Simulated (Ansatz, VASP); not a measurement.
## One calculation of LiF, two programs

```
Li F
1.0
     0.00000    2.01400    2.01400
     2.01400    0.00000    2.01400
     2.01400    2.01400    0.00000
Li F
1 1
Cartesian
  -0.4500 0.0000 0.0000
  2.0140 2.0140 2.0140
```

Alike in both runs: task single point; functional PBE; k mesh 10 × 10 × 10; occupations gaussian, width 0.05 eV; no spin polarisation.

```csv
,VASP,Ansatz
version,VASP 6.6.1,Ansatz 0.2.0
potentials or method,"VASP PAW PBE potentials, release 64 (Li_sv, F)","scalar-relativistic, plane waves, PAW"
plane-wave cutoff (eV),520,420
valence electrons in the cell,10,10
```

|  | VASP | Ansatz | Ansatz less VASP |
| --- | --- | --- | --- |
| gap on the k mesh at the Fermi level (eV) | 8.79 | 8.80 | +0.007 |
| least direct gap on the mesh (eV) | 8.79 | 8.80 | +0.007 |
| rms of the force components (eV/Å) | 1.564 | 1.460 | -0.1041 |

Atom by atom the forces differ by 0.104 eV/Å (rms over components).

Caveats: forces of over 1 eV/Å show positions far from the minimum, so gaps and moduli don't describe the material at rest. A k mesh can miss the band edges.
